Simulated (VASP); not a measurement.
The system is GaAs.

```
Ga As
1.0
     0.00000    2.83140    2.83140
     2.83140    0.00000    2.83140
     2.83140    2.83140    0.00000
Ga As
1 1
Direct
  0.00000 0.00000 0.00000
  0.25000 0.25000 0.25000
```

Base run:

```yaml
Program: VASP 6.6.1
Functional: HSE06
Potentials_or_basis: VASP PAW PBE potentials, release 64 (Ga_d, As)
Cutoff: 520 eV
k_mesh: 6 × 6 × 6
Occupations: gaussian, width 0.03 eV
Spin: no spin polarisation
```

Its results: band gap on the k mesh 1.39 eV, direct; pressure 0.6 GPa.

Question: The run is repeated on the same cell with these changes: functional from HSE06 to PBE-EpsX. What comes out?

Answer: Band gap on the k mesh 0.73 eV, direct; pressure 2.7 GPa.

Caveats: the PAW data sets were made with another functional, which shifts forces and pressure a little.
